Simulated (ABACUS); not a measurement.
## SrO: equation of state with PBE

Crystal: SrO.

```
CELL_PARAMETERS angstrom
0.00000 2.56630 2.56630
2.56630 0.00000 2.56630
2.56630 2.56630 0.00000
ATOMIC_POSITIONS crystal
Sr 0.50000 0.50000 0.50000
O 0.00000 0.00000 0.00000
```

* Program: ABACUS 3.10.1
* Task: equation of state
* Functional: PBE
* Potentials or basis: PseudoDojo NC SR 0.4.1 PBE standard
* Cutoff: 1361 eV
* Density cutoff: 5442 eV
* Basis: DZP LCAO (the cutoffs set its grid)
* k mesh: 9 × 9 × 9
* Occupations: fermi-dirac, width 0.05 eV
* Spin: no spin polarisation

```json
{"Equilibrium volume": "17.73 Å³/atom", "Bulk modulus": "84 GPa", "Pressure derivative of the bulk modulus": "4.3"}
```

Energy against volume, from the lowest point:
```tsv
volume (Å³/atom)	energy (meV/atom)
15.887	60.69
16.225	38.85
16.563	22.36
16.901	10.70
17.239	3.37
17.577	0.00
17.915	0.17
```

All runs of the series together: 42 s on 4 threads of AMD EPYC 9B14 (Zen 4), on a shared host.

Caveat: the atomic orbitals were generated for these runs and aren't a published set; the basis of atomic orbitals isn't converged, which shifts pressures, moduli and gaps. PBE usually gives volumes a little too large and moduli too small.
